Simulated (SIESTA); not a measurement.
TiO2:

```xyz
6
Lattice="4.5998 0.0000 0.0000 0.0000 4.5998 0.0000 0.0000 0.0000 2.9592" Properties=species:S:1:pos:R:3 pbc="T T T"
Ti    0.0000    0.0000    1.4796
Ti    2.2999    2.2999    0.0000
O     1.3998    1.3998    1.4796
O     0.9001    3.6997    0.0000
O     3.6997    0.9001    0.0000
O     3.2000    3.2000    1.4796
```

The cell is a database's computed one.

Program: SIESTA 5.4.2. Alike in all runs: task band structure; no spin polarisation; cell as given; k mesh 6 × 6 × 9; smearing fermi-dirac 0.05 eV; grid cutoff 800 Ry; energy shift 0.003 Ry.

Order these runs on this cell by their pressure, lowest first.
A. level PBE; potentials or basis PseudoDojo 0.4 standard (PBE files), SZ (energy shift 0.003 Ry)
B. level PBE; potentials or basis PseudoDojo 0.4 standard (PBE files), TZDP (energy shift 0.003 Ry; two zetas on semicore shells)
C. level LDA; potentials or basis PseudoDojo 0.4 standard (LDA files), DZP (energy shift 0.003 Ry; two zetas on semicore shells)
D. level PBE; potentials or basis SG15 1.2 (PBE files) or PseudoDojo by element, DZP (energy shift 0.003 Ry; two zetas on semicore shells)
E. level BLYP; potentials or basis PseudoDojo 0.4 standard (PBE files), DZP (energy shift 0.003 Ry; two zetas on semicore shells)

C (-5.3 GPa), A (-0.1 GPa), B (6.4 GPa), D (8.8 GPa), E (13.9 GPa).

Caveats: the basis of atomic orbitals isn't converged, which shifts pressures, moduli and gaps; the potentials were made for another functional, which shifts forces and pressure (some runs); the basis has no polarisation orbitals (some runs).
